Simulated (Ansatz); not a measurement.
## Al2O3 (R-3c):V_O, thermodynamic levels from a 80-atom cell

Aim: at which Fermi levels does V_O in Al2O3 (R-3c) change its charge? The model is a cell of 80 host atoms with 1 O taken out.

Main program and level: Ansatz 0.2.0; place-levels on r2SCAN runs: charge-transition levels and formation energies with image-charge correction and potential alignment at the atomic sites.

**What experiment says.**

“Multi-petahertz electron interference in Cr:Al2O3 solid-state material” (2018, pmc:5906618) quotes from earlier work for Al2O3, alpha (corundum) (high-purity reference sample): band gap (optical band gap of host from absorption) 8.7 eV [literature value quoted for a high-purity sample; optical absorption edge, temperature …].

Report form: the programs' logs are mostly left out.

## 1. Starting point

The cell holds 79 atoms: 32 Al and 47 O. Cell: a = 10.259 Å, b = 10.259 Å, c = 10.259 Å, α = 55.3°, β = 55.3°, γ = 55.3°. It derives from Al2O3 (space group R-3c). Nearest the centre at fractional (0.625, 0.278, 0.472): Al41 at 1.86 Å, Al2 at 1.86 Å, Al53 at 1.97 Å, Al52 at 1.97 Å, O16 at 2.53 Å, O79 at 2.53 Å, O57 at 2.62 Å, O18 at 2.62 Å.

Coordinates:

The host's dielectric constants go in as inputs: (3.28, 3.28, 3.25) for the electrons alone, (9.55, 9.55, 11.60) with the ions, computed on the host (DFPT, PBEsol).

The cell's shortest repeat is 9.5 Å.

## 2. Charge states

A transition level is the Fermi level at which two charge states cost the same, so each charge needs its own total energy, at its own relaxed structure.

Random displacements of about 0.05 Å break the site symmetry at the start, so that the relaxation can reach a distorted minimum if there is one. Forces are taken at one point at (¼, ¼, ¼). The cell holds 1 electron more than the neutral one, with a uniform background that keeps it neutral on the whole. The electron count is odd, so at least one spin is unpaired; this run locks the moment at 1 μB.

One of the inputs; charge, spin and start change from state to state.

The input, qm1_M1.relax/input.yaml:

```yaml
crystal:
  lattice:
    - [2.37936662, 1.37372796, 4.3315957]
    - [-2.37936662, 1.37372796, 4.3315957]
    - [0.0, -2.74745592, 4.3315957]
  atoms:
    - { symbol: Al, position: [0.6480888, 0.6480888, 0.6480888] }
    - { symbol: Al, position: [0.8519112, 0.8519112, 0.8519112] }
    - { symbol: Al, position: [0.1480888, 0.1480888, 0.1480888] }
    - { symbol: Al, position: [0.3519112, 0.3519112, 0.3519112] }
    - { symbol: O, position: [0.44363392, 0.05636608, 0.75] }
    - { symbol: O, position: [0.94363392, 0.25, 0.55636608] }
    - { symbol: O, position: [0.05636608, 0.75, 0.44363392] }
    - { symbol: O, position: [0.75, 0.44363392, 0.05636608] }
    - { symbol: O, position: [0.25, 0.55636608, 0.94363392] }
    - { symbol: O, position: [0.55636608, 0.94363392, 0.25] }
  supercell: [2, 2, 2]
  defects: [{ vacancy: 48 }]
total_charge: -1
basis:
  ecutwfc: 500
  xc_grid: 2
hamiltonian:
  xc: r2scan
kpoints:
  mp_grid: { grid: [1, 1, 1], shift: [0.25, 0.25, 0.25] }
magnetization:
  spin_polarized: true
  initial_magnetization: 1
  spin_locking: { lock_magnetization: hard }
scf:
  occupations: { method: fixed }
  max_iter: 100
output:
  forces: true
  charged_corrections: { epsilon: [3.28, 3.28, 3.25], static_epsilon: [9.55, 9.55, 11.6] }
relax:
  f_tol: 0.02
  max_steps: 80
  random_displacement: { amplitude: 0.05, seed: 129 }
checkpoint:
  write: "../qm1_M1.relax.run"
  compress: false
  write_wavefunctions: true
  write_every: 100000
```

Launch:

```
$ ansatz run input.yaml --threads 4 --pin off --max-ram 6594MiB --backend cpu --events-out ev --progress --plain --runs-dir out
```

The run of this state that the levels use, under r2SCAN:

The input, qm1_M1.point/input.yaml:

```yaml
crystal:
  checkpoint: "../qm1_M1.relax.run"
  host: checkpoint
total_charge: -1
basis:
  ecutwfc: 500
  xc_grid: 2
hamiltonian:
  xc: r2scan
kpoints:
  mp_grid: { grid: [1, 1, 1], shift: [0.25, 0.25, 0.25] }
magnetization:
  spin_polarized: true
  initial_magnetization: 1
  spin_locking: { lock_magnetization: hard }
scf:
  occupations: { method: fixed }
  max_iter: 100
output:
  forces: true
  eigenvalues: true
  charged_corrections:
    epsilon: [3.28, 3.28, 3.25]
    static_epsilon: [9.55, 9.55, 11.6]
    defect_position: [0.625, 0.278073, 0.471927]
  eigenstates: { localisation: true }
  populations: true
  efg: {}
checkpoint:
  read: "../qm1_M1.relax.run"
  write: "../qm1_M1.point.run"
  compress: false
  write_wavefunctions: false
  write_every: 100000
```

Relaxations under r2SCAN at one point at (¼, ¼, ¼); times on 4 threads of Arm Neoverse V2, shared host:

```
charge  moment (μB)  occupations    outcome  steps  largest displacement against the far atoms (Å)     time
    −1            1        fixed  converged      9                                            0.16  4.9 min
     0            0        fixed  converged      5                                            0.09     74 s
    +1            1        fixed  converged      4                                            0.12  2.6 min
    +2            0        fixed  converged      6                                            0.29     84 s
```

Single points under r2SCAN at one point at (¼, ¼, ¼); times on 4 threads of Arm Neoverse V2, shared host:

| charge | moment (μB) | occupations | outcome | time |
| --- | --- | --- | --- | --- |
| −1 | 1 | fixed | converged | 36 s |
| 0 | 0 | fixed | converged | 14 s |
| +1 | 1 | fixed | converged | 36 s |
| +2 | 0 | fixed | converged | 15 s |

Distances (Å) from the ideal centre to the nearest atoms after relaxation with r2SCAN:

```csv
charge,moment (μB),1.,2.,3.,4.,5.,6.
−1,1,Al 1.74,Al 1.75,Al 1.91,Al 1.91,O 2.52,O 2.52
0,0,Al 1.77,Al 1.77,Al 1.98,Al 1.99,O 2.51,O 2.51
+1,1,Al 1.97,Al 1.97,Al 2.07,Al 2.07,O 2.46,O 2.46
+2,0,Al 2.15,Al 2.15,Al 2.15,Al 2.16,O 2.42,O 2.42
```

## 3. place-levels, r2SCAN

A charged cell interacts with its images and the background, and its potential has another zero than the host's. place-levels removes the first by a point-charge model, screened by the static dielectric constant since the ions have relaxed around the charge, and the second by comparing potentials at atoms far from the defect.

The host is a run of the defect-free crystal in the same cutoffs, grids and k-points, so that basis and sampling errors cancel in part in the differences. Chemical potentials are energies per atom of O (O2 molecule), run with the same functional and cutoff.

The input, levels.point.yaml:

```yaml
host:
  run: host.point.run
states: [qm1_M1.point.run, q0.point.run, qp1_M1.point.run, qp2.point.run]
geometry_from:
  qm1_M1.point.run: qm1_M1.relax.run
  q0.point.run: q0.relax.run
  qp1_M1.point.run: qp1_M1.relax.run
  qp2.point.run: qp2.relax.run
  host.point.run: host.relax.run
chemical_potentials:
  O:
    energy: -565.983079
    dataset: "<sha256 of the dataset>"
```

Launch:

```
$ ansatz place-levels levels.point.yaml -- --threads 4 --pin off --max-ram 6594MiB
```

It took 5 s on 4 threads of Arm Neoverse V2, shared host.

Under r2SCAN the gap is 7.14 eV, (+2/+1) 2.54, (+1/0) 3.26, (0/−1) 7.28 (outside the gap) eV.

Levels between the charges placed, in eV above the valence top:

```csv
,gap (eV),(+2/+1),(+1/0),(0/−1)
r2SCAN,7.14,2.54,3.26,7.28
```

Corrections by state:

| charge | moment (μB) | image terms and alignment (eV) | band filling (eV) | ε used | over the lowest of its charge, as the program ranks them, band filling apart (eV) |
| --- | --- | --- | --- | --- | --- |
| +2 | 0.0 | 0.632 | - | principal values (9.55, 9.55, 11.60) | 0.000 |
| +1 | 1.0 | 0.097 | - | principal values (9.55, 9.55, 11.60) | 0.000 |
| 0 | 0.0 | 0.000 | - | - | 0.000 |
| −1 | 1.0 | 0.335 | - | principal values (9.55, 9.55, 11.60) | 0.000 |

From the program's caveats on the states, each cut to its opening words:

- charge +2, +1 (1 μB), −1 (1 μB): how wide its charge is, is not read beside other atoms or cores, and a band state would take no correction
- charge +2, −1 (1 μB): its displacements don't fall off away from the defect: farther atoms stand 0.016 Å off the host's places
- charge +1 (1 μB), −1 (1 μB): flagged: stability check not made

Chemical potentials of the elements' reference phases, run alike. Formation energy by charge state (elemental references; gap 7.14 eV):

```csv
charge,at valence top (eV),at conduction bottom (eV),correction included (eV)
+2,1.57,15.85,0.63
+1,4.11,11.25,0.10
0,7.37,7.37,0.00
−1,14.65,7.51,0.33
```

```json
{"Fermi level (eV)": "0.00", "lowest formation energy (eV)": "1.57"}
{"Fermi level (eV)": "0.65", "lowest formation energy (eV)": "2.87"}
{"Fermi level (eV)": "1.30", "lowest formation energy (eV)": "4.17"}
{"Fermi level (eV)": "1.94", "lowest formation energy (eV)": "5.46"}
{"Fermi level (eV)": "2.59", "lowest formation energy (eV)": "6.70"}
{"Fermi level (eV)": "3.24", "lowest formation energy (eV)": "7.35"}
{"Fermi level (eV)": "3.90", "lowest formation energy (eV)": "7.37"}
{"Fermi level (eV)": "4.54", "lowest formation energy (eV)": "7.37"}
{"Fermi level (eV)": "5.19", "lowest formation energy (eV)": "7.37"}
{"Fermi level (eV)": "5.84", "lowest formation energy (eV)": "7.37"}
{"Fermi level (eV)": "6.49", "lowest formation energy (eV)": "7.37"}
{"Fermi level (eV)": "7.14", "lowest formation energy (eV)": "7.37"}
```

## 4. Levels against the band edges, PBE

PBE on the same structure is run to see how far the result rests on the functional, though not on the errors that semilocal functionals share.

qm1_M1.pbe/input.yaml, as its differences from qm1_M1.point/input.yaml of step 2:

```diff
@@ -5,6 +5,6 @@
 basis:
-  ecutwfc: 500
+  ecutwfc: 420
   xc_grid: 2
 hamiltonian:
-  xc: r2scan
+  xc: pbe
 kpoints:
@@ -16,3 +16,3 @@
 scf:
-  occupations: { method: fixed }
+  occupations: { method: fermi_dirac, width: 0.01 }
   max_iter: 100
@@ -29,4 +29,3 @@
 checkpoint:
-  read: "../qm1_M1.relax.run"
-  write: "../qm1_M1.point.run"
+  write: "../qm1_M1.pbe.run"
   compress: false
```

Run time: 42 s. Hardware: 4 threads; peak memory 2.1 GiB; 2.7 min of CPU time.

The input, levels.pbe.yaml:

```yaml
host:
  run: host.pbe.run
states: [qm1_M1.pbe.run, q0.pbe.run, qp1_M1.pbe.run, qp2.pbe.run]
geometry_from:
  qm1_M1.pbe.run: qm1_M1.relax.run
  q0.pbe.run: q0.relax.run
  qp1_M1.pbe.run: qp1_M1.relax.run
  qp2.pbe.run: qp2.relax.run
  host.pbe.run: host.relax.run
chemical_potentials:
  O:
    energy: -564.96818
    dataset: "<sha256 of the dataset>"
```

Launch:

```
$ ansatz place-levels levels.pbe.yaml -- --threads 4 --pin off --max-ram 6594MiB
```

Run time: 0.25 s. Hardware: 4 threads.

Under PBE the gap is 6.24 eV, (+2/+1) 2.20, (+1/0) 2.72, (0/−1) 6.74 (outside the gap) eV; the stage before (r2SCAN) gave a gap of 7.14 eV and levels within 0.54 eV of these.

## 5. Cost and result

Levels between neighbouring charges, in eV above each run's own valence top:

```csv
,gap (eV),(+2/+1),(+1/0),(0/−1),CPU time a state at this stage (restarts are quicker than cold starts)
"r2SCAN, (¼, ¼, ¼)",7.14,2.54,3.26,7.28,98 s
"PBE on r2SCAN structures, (¼, ¼, ¼)",6.24,2.20,2.72,6.74,1.8 min
```

## 6. What came out

```json
{"gap of the host": "7.14 eV (r2SCAN)", "level (plus 2/plus 1)": "2.54 eV above the valence top", "level (plus 1/0)": "3.26 eV above the valence top", "level (0/minus 1)": "7.28 eV above the valence top, past the conduction bottom", "lowest of the charges placed, just above the valence top (0.02 eV)": "+2", "lowest of the charges placed, just below the conduction bottom (0.02 eV)": "0", "lowest formation energy at mid-gap of the charges run, elemental references": "7.37 eV"}
```

What this shows: Of the charges placed (−1, 0, +1 and +2), the lowest changes at 2.54 eV (+2/+1) and 3.26 eV (+1/0) above the valence top, in a gap of 7.14 eV. (0/−1) lies 0.15 eV from a band edge, less than the doubt on such levels. Charges above +2 were not placed, so these runs say nothing of levels that involve them. States placed: +2 at 0 μB; +1 at 1 μB; 0 at 0 μB; −1 at 1 μB. Other spin states or structures, where not listed, weren't placed. What this leaves open: one k-point off the zone centre stands for the whole zone; r2SCAN makes the gap too small and tends to spread out bound carriers; where a gas molecule sets a chemical potential or the host's formation energy, its binding is uncorrected.

Calculation against experiment:

| quantity | measured | PBE | r2SCAN |
| --- | --- | --- | --- |
| band gap (least gap of the host; the measured gap is an optical one, which needn't be the least gap) (eV) | 8.7 | 6.24 (-2.46 eV) | 7.14 (-1.56 eV) |

Measured values from pmc:5906618 (2018).

**Verdict.** For the band gap, of the levels listed nearest comes r2SCAN (-1.56 eV, a clear miss) and farthest PBE (-2.46 eV, a clear miss). Local and semilocal functionals usually give gaps below the measured ones. An optical gap can lie under the band gap by the exciton's binding. Zero-point and thermal motion shift the measured gap.

[Logs are printed without paths, hosts, clocks, repeated set-up lines and the standing remarks that a program may print on its own settings, such as how far it seeks lower states.]

[Hosts, paths, dates, database ids (printed as entryN), source tags and the programs' standing remarks are cut or masked in the printed files.]

[Where a table of states has a column of steps, it counts the stored structures, which are thinned; the runs took as many ionic steps or more.]

[A defect's name tells the site on which it was built; relaxed atoms can leave that site.]

[For some hosts the program warned that the k-mesh of the response run may be too coarse for force constants and the static dielectric constant; such warnings are not shown here.]
